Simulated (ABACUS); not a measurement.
# GaN (F-43m) in ABACUS: a series of runs

One crystal, GaN, is run at these levels: LDA; tasks: equation of state.

All numbers are computed with ABACUS 3.10.1; they aren't measurements. Logs are shortened: lines on timing, memory, paths and dates and some standing lists are left out, and cuts for length are marked.

## 1. The crystal as given

Symmetry: F-43m, No. 216, cubic system. Conventional cell: a = 4.507 Å, b = 4.507 Å, c = 4.507 Å, α = 90.00°, β = 90.00°, γ = 90.00°. Around Ga (site symmetry -43m) lie 4 N at 1.95 Å. Around N (site symmetry -43m) lie 4 Ga at 1.95 Å.

The cell is a database's computed one.

## 2. Equation of state, LDA, 10.76 Å³/atom (volume scaled by 0.94)

Contents of INPUT:

```
INPUT_PARAMETERS
suffix              GaN
calculation         scf
basis_type          pw
pseudo_dir          ./
symmetry            1
dft_functional      pz
ecutwfc             84
pseudo_rcut         7
nspin               1
nbands              13
ks_solver           dav
smearing_method     fd
smearing_sigma      0.00367493
scf_thr             1e-08
scf_nmax            100
mixing_type         broyden
mixing_beta         0.7
cal_force           1
cal_stress          1
kpar                4
```

Contents of STRU:

```
ATOMIC_SPECIES
Ga 69.7230 Ga_ONCV_PBE-1.2.upf
N 14.0070 N_ONCV_PBE-1.2.upf

LATTICE_CONSTANT
5.8994858285

LATTICE_VECTORS
0.0000000000 0.7071067812 0.7071067812
0.7071067812 0.0000000000 0.7071067812
0.7071067812 0.7071067812 0.0000000000

ATOMIC_POSITIONS
Cartesian

Ga
0.0
1
0.0000000000 0.0000000000 0.0000000000 1 1 1

N
0.0
1
0.3535533906 0.3535533906 0.3535533906 1 1 1
```

Contents of KPT:

```
K_POINTS
0
Gamma
7 7 7 0 0 0
```

Potentials or basis: SG15 ONCV 1.2 PBE, plane waves.

Started as:

```bash
$ OMP_NUM_THREADS=1 mpirun -np 4 abacus > log
```

running log:

```text
ABACUS v3.10.1

               Atomic-orbital Based Ab-initio Computation at UStc

 ------------------------------------------------------------------------------------

 READING GENERAL INFORMATION
                           global_out_dir = OUT.GaN/
                           global_in_card = INPUT
                               pseudo_dir = ./
                              orbital_dir =
                                    DSIZE = 4
                                    GSIZE = 1

 READING UNITCELL INFORMATION
                                    ntype = 2
                  lattice constant (Bohr) = 5.89949
              lattice constant (Angstrom) = 3.12187

 READING ATOM TYPE 1
                               atom label = Ga
                      L=0, number of zeta = 1
                      L=1, number of zeta = 1
                      L=2, number of zeta = 1
             number of atom for this type = 1

 READING ATOM TYPE 2
                               atom label = N
                      L=0, number of zeta = 1
                      L=1, number of zeta = 1
                      L=2, number of zeta = 1
             number of atom for this type = 1

                        TOTAL ATOM NUMBER = 2
CARTESIAN COORDINATES ( UNIT =       5.899485828500 Bohr ).
    atom                   x                   y                   z     mag                  vx                  vy                  vz
tauc_Ga1            0.0000000000        0.0000000000        0.0000000000  0.0000        0.0000000000        0.0000000000        0.0000000000
tauc_N1            0.3535533906        0.3535533906        0.3535533906  0.0000        0.0000000000        0.0000000000        0.0000000000

                          Volume (Bohr^3) = 145.187
                             Volume (A^3) = 21.5145

 Lattice vectors: (Cartesian coordinate: in unit of a_0)
                   +0           +0.707107           +0.707107
            +0.707107                  +0           +0.707107
            +0.707107           +0.707107                  +0
 Reciprocal vectors: (Cartesian coordinate: in unit of 2 pi/a_0)
            -0.707107           +0.707107           +0.707107
            +0.707107           -0.707107           +0.707107
            +0.707107           +0.707107           -0.707107
 The esolver type has been set to : ksdft_pw

                PAO radial cut off (Bohr) = 7

 Read in pseudopotential file is Ga_ONCV_PBE-1.2.upf
                     pseudopotential type = NC
          exchange-correlation functional = PBE
                 nonlocal core correction = 0
                        valence electrons = 13
                                     lmax = 2
                           number of zeta = 0
                     number of projectors = 6
                           L of projector = 0
                           L of projector = 0
                           L of projector = 1
                           L of projector = 1
                           L of projector = 2
                           L of projector = 2
 XC functional updated to : pz
          exchange-correlation functional = PZ
                PAO radial cut off (Bohr) = 7

 Read in pseudopotential file is N_ONCV_PBE-1.2.upf
                     pseudopotential type = NC
          exchange-correlation functional = PBE
                 nonlocal core correction = 0
                        valence electrons = 5
                                     lmax = 1
                           number of zeta = 0
                     number of projectors = 4
                           L of projector = 0
                           L of projector = 0
                           L of projector = 1
                           L of projector = 1
 XC functional updated to : pz
          exchange-correlation functional = PZ
     initial pseudo atomic orbital number = 0

 SETUP THE ELECTRONS NUMBER
            electron number of element Ga = 13
      total electron number of element Ga = 13
             electron number of element N = 5
       total electron number of element N = 5
            AUTOSET number of electrons:  = 18
                           occupied bands = 9
                                   NBANDS = 13
                                   NLOCAL = 18

%%%%%%%%%%%%%%%%%%%%%%%%%%%%%%%%%%%%%%%%%%%%%%%%%%%%%%%%%%%%%%%%%%%%%%%%%%%%%%%%%%%%%%%%%%%%%%%%%%%%%%%%%%
 Warning: the number of valence electrons in pseudopotential > 3 for Ga: [Ar] 3d10 4s2 4p1
 Pseudopotentials with additional electrons can yield (more) accurate outcomes, but may be less efficient.
 If you're confident that your chosen pseudopotential is appropriate, you can safely ignore this warning.
%%%%%%%%%%%%%%%%%%%%%%%%%%%%%%%%%%%%%%%%%%%%%%%%%%%%%%%%%%%%%%%%%%%%%%%%%%%%%%%%%%%%%%%%%%%%%%%%%%%%%%%%%%

 SETUP THE PLANE WAVE BASIS
 energy cutoff for charge/potential (unit:Ry) = 336
            fft grid for charge/potential = [ 36, 36, 36 ]
                        fft grid division = [ 1, 1, 1 ]
        big fft grid for charge/potential = [ 36, 36, 36 ]
                                     nbxx = 46656
                                     nrxx = 46656

 SETUP PLANE WAVES FOR CHARGE/POTENTIAL
[... 66 lines left out ...]
                   Input type of k points = Monkhorst-Pack(Gamma)
                                   nkstot = 343
                       right hand lattice = 1
(for reciprocal lattice: )
                             BRAVAIS TYPE = 2
                     BRAVAIS LATTICE NAME = 02. Cubic I (body-centered)
                                    ibrav = 2
                       right hand lattice = 1
(for k-lattice: )
                             BRAVAIS TYPE = 2
                     BRAVAIS LATTICE NAME = 02. Cubic I (body-centered)
                                    ibrav = 2
                       right hand lattice = 1
                        ROTATION MATRICES = 48
                               nkstot_ibz = 20
K-POINTS REDUCTION ACCORDING TO SYMMETRY
     IBZ    DIRECT_X    DIRECT_Y    DIRECT_Z  WEIGHT  ibz2bz
       1  0.00000000  0.00000000  0.00000000  0.0029       0
       2  0.14285714  0.14285714  0.14285714  0.0233       1
       3  0.28571429  0.28571429  0.28571429  0.0233       2
       4  0.42857143  0.42857143  0.42857143  0.0233       3
       5  0.14285714  0.14285714  0.00000000  0.0175       8
       6  0.28571429  0.14285714  0.28571429  0.0700       9
[... 12 lines left out ...]
      19 -0.42857143  0.42857143  0.14285714  0.0700      74
      20 -0.28571429  0.42857143  0.28571429  0.0700      75

                               nkstot now = 20
[... K-POINTS DIRECT COORDINATES: 20 rows ...]

           k-point number in this process = 5
       minimum distributed K point number = 5
[... stars of the k points ...]

[... K-POINTS CARTESIAN COORDINATES: 5 rows ...]

[... K-POINTS DIRECT COORDINATES: 5 rows ...]

 SETUP PLANE WAVES FOR WAVE FUNCTIONS
     energy cutoff for wavefunc (unit:Ry) = 84
              fft grid for wave functions = [ 36, 36, 36 ]
                    number of plane waves = 2229
                         number of sticks = 223

 PARALLEL PW FOR WAVE FUNCTIONS
     PROC   COLUMNS(POT)             PW
        1            223           2229
 --------------- sum -------------------
        1            223           2229

 SETUP NONLOCAL PSEUDOPOTENTIALS IN PLANE WAVE BASIS
 Ga non-local projectors:
 projector 1 L=0
 projector 2 L=0
 projector 3 L=1
 projector 4 L=1
 projector 5 L=2
 projector 6 L=2
 N non-local projectors:
 projector 1 L=0
 projector 2 L=0
 projector 3 L=1
 projector 4 L=1
      TOTAL NUMBER OF NONLOCAL PROJECTORS = 26

 Init Non-Local PseudoPotential table :
 Init Non-Local-Pseudopotential done.

                                     npwx = 1917

 -------------------------------------------
 SELF-CONSISTENT
 -------------------------------------------
                                 init_chg = atomic

 PW ALGORITHM --------------- ION=   1  ELEC=   1--------------------------------

 Density error is 0.472800093546
                          Error Threshold = 0.01
----------------------------------------------------------
     Energy           Rydberg                 eV
----------------------------------------------------------
 E_KohnSham     -150.5382370399      -2048.1777906167
 E_Harris       -151.7722082301      -2064.9668299719
 E_Fermi        0.8113847910         11.0394564281
----------------------------------------------------------
[... 63 lines left out ...]
 Density error is 3.50742290778e-10
                          Error Threshold = 1.01719205893e-10
----------------------------------------------------------
     Energy           Rydberg                 eV
----------------------------------------------------------
 E_KohnSham     -150.7287998266      -2050.7705303425
 E_KS(sigma->0) -150.7287998265      -2050.7705303425
 E_Harris       -150.7288846108      -2050.7716838913
 E_band         2.0432705201         27.8001216289
 E_one_elec     -49.6685736966       -675.7756138062
 E_Hartree      40.7603719836        554.5733115764
 E_xc           -22.7148696081       -309.0516559970
 E_Ewald        -119.1057285055      -1620.5165721156
 E_entropy(-TS) -0.0000000000        -0.0000000001
 E_descf        0.0000000000         0.0000000000
 E_exx          0.0000000000         0.0000000000
 E_Fermi        0.9191954041         12.5062950709
----------------------------------------------------------

 charge density convergence is achieved
 final etot is -2050.7705303 eV
 EFERMI = 12.506295071 eV

 STATE ENERGY(eV) AND OCCUPATIONS    NSPIN == 1
 1/5 kpoint (Cartesian) = 0.0000 0.0000 0.0000 (1917 pws)
       1       -5.09174     0.00583090
       2       -1.78417     0.00583090
       3       -1.78417     0.00583090
       4       -1.78417     0.00583090
       5       -1.36797     0.00583090
       6       -1.36797     0.00583090
       7        11.5106     0.00583090
       8        11.5106     0.00583090
       9        11.5106     0.00583090
      10        13.4531    3.48008e-11
      11        21.8734    2.53502e-84
      12        21.8734    2.53502e-84
      13        21.8734    2.53502e-84
[... 47 lines left out ...]
       1       -4.75072      0.0349854
       2       -1.73675      0.0349854
       3       -1.71955      0.0349854
       4       -1.71955      0.0349854
       5       -1.39116      0.0349854
       6       -1.34991      0.0349854
       7        9.73373      0.0349854
       8        10.8260      0.0349854
       9        10.8260      0.0349854
      10        15.2240    8.68175e-26
      11        20.3771    1.51118e-70
      12        22.5840        0.00000
      13        22.5840        0.00000

------------------------------------------------------------------------------------------
 TOTAL-FORCE (eV/Angstrom)
------------------------------------------------------------------------------------------
                       Ga1         0.0000000000         0.0000000000         0.0000000000
                        N1         0.0000000000         0.0000000000         0.0000000000
------------------------------------------------------------------------------------------

----------------------------------------------------------------
 TOTAL-STRESS (KBAR)
----------------------------------------------------------------
        82.2631159923         0.0000000000         0.0000000000
        -0.0000000000        82.2631159923         0.0000000000
        -0.0000000000         0.0000000000        82.2631159923
----------------------------------------------------------------
 TOTAL-PRESSURE: 82.263116 KBAR

 --------------------------------------------
 !FINAL_ETOT_IS -2050.7705303425032071 eV
 --------------------------------------------
```

It took 2 s on 4 MPI ranks of Intel Xeon 6975P-C (Granite Rapids), shared host; peak memory 0.28 GiB.

What came out:

```
Free energy            : -2050.7705 eV
Pressure               : 8.2 GPa
Band gap on the k mesh : 1.94 eV, direct
```

Caveat: the potentials were made for another functional, which shifts forces and pressure.

## 3. Equation of state, LDA, 11.21 Å³/atom (volume scaled by 0.98)

INPUT is that of step 2.

Changes to STRU since step 2:

```diff
@@ -5,3 +5,3 @@
 LATTICE_CONSTANT
-5.8994858285
+5.9820068074
```

KPT is that of step 2.

Potentials or basis: SG15 ONCV 1.2 PBE, plane waves.

Started as:

```bash
$ OMP_NUM_THREADS=1 mpirun -np 4 abacus > log
```

Run time: 2 s. Hardware: 4 MPI ranks of Intel Xeon 6975P-C (Granite Rapids), shared host; peak memory 0.28 GiB.

Results (log left out):

```yaml
Free_energy: -2050.7917 eV
Pressure: -0.7 GPa
Band_gap_on_the_k_mesh: 1.67 eV, direct
```

Caveat: the potentials were made for another functional, which shifts forces and pressure.

## 4. Equation of state, LDA, 11.67 Å³/atom (volume scaled by 1.02)

INPUT is that of step 3.

Changes to STRU since step 3:

```diff
@@ -5,3 +5,3 @@
 LATTICE_CONSTANT
-5.9820068074
+6.0623117833
```

KPT is that of step 3.

Started as:

```bash
$ OMP_NUM_THREADS=1 mpirun -np 4 abacus > log
```

It took 1.9 s on 4 MPI ranks of Intel Xeon 6975P-C (Granite Rapids), shared host; peak memory 0.28 GiB.

The run converged. Its results:

```
Free energy            : -2050.7674 eV
Pressure               : -7.8 GPa
Band gap on the k mesh : 1.41 eV, direct
```

Caveat: the potentials were made for another functional, which shifts forces and pressure.

## 5. Equation of state, LDA, 12.13 Å³/atom (volume scaled by 1.06)

INPUT is that of step 4.

Changes to STRU since step 4:

```diff
@@ -5,3 +5,3 @@
 LATTICE_CONSTANT
-6.0623117833
+6.1405437897
```

KPT is that of step 4.

Started as:

```bash
$ OMP_NUM_THREADS=1 mpirun -np 4 abacus > log
```

It took 2.2 s on 4 MPI ranks of Intel Xeon 6975P-C (Granite Rapids), shared host; peak memory 0.28 GiB.

Results (log left out):

| Quantity | Value |
| --- | --- |
| Free energy | -2050.7066 eV |
| Pressure | -13.5 GPa |
| Band gap on the k mesh | 1.16 eV, direct |

Caveat: the potentials were made for another functional, which shifts forces and pressure.

## 6. Equation of state, LDA

Potentials or basis: SG15 ONCV 1.2 PBE, plane waves.

This step only gathers the single runs of the series.

What came out:

- Equilibrium volume: 11.18 Å³/atom
- Bulk modulus: 196 GPa
- Pressure derivative of the bulk modulus: 4.3 (rough: it moves with the points fitted)

Energy against volume, from the lowest point:
| volume (Å³/atom) | energy (meV/atom) |
| --- | --- |
| 10.757 | 10.57 |
| 11.215 | 0.00 |
| 11.673 | 12.14 |
| 12.131 | 42.53 |

Caveat: the potentials were made for another functional, which shifts forces and pressure.
